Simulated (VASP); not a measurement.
A run of VASP 6.6.1:

Contents of INCAR:

```
PREC = Accurate
ENCUT = 600
EDIFF = 1E-6
ISMEAR = 0
SIGMA = 0.03
LREAL = F
LASPH = T
NELM = 80
ALGO = Normal
ISIF = 3
LWAVE = F
LCHARG = F
GGA = PS
IBRION = 2
NSW = 90
EDIFFG = -0.01
```

KPOINTS

```
Automatic mesh
0
Gamma
  10 10 10
```

Contents of POSCAR:

```
GaSb
1.0
    0.0000000000      3.0590000000      3.0590000000
    3.0590000000      0.0000000000      3.0590000000
    3.0590000000      3.0590000000      0.0000000000
Ga Sb
1 1
Direct
    0.0000000000      0.0000000000      0.0000000000
    0.2500000000      0.2500000000      0.2500000000
```

Potentials or basis: VASP PAW PBE potentials, release 64 (Ga_d, Sb).

Launch:

```sh
$ cat potpaw_PBE.64/Ga_d/POTCAR potpaw_PBE.64/Sb/POTCAR > POTCAR
$ mpirun -np 1 vasp_std > vasp.out
```

Hardware: 1 thread of Intel(R) Xeon(R) 6975P-C (Granite Rapids) (shared host).

Q: Estimate the wall time of this run.

A: It took 28 s on 1 thread of Intel(R) Xeon(R) 6975P-C (Granite Rapids), on a shared host, peak memory 0.22 GiB. Counts: scf iterations 18, k points 47, ion steps 2.
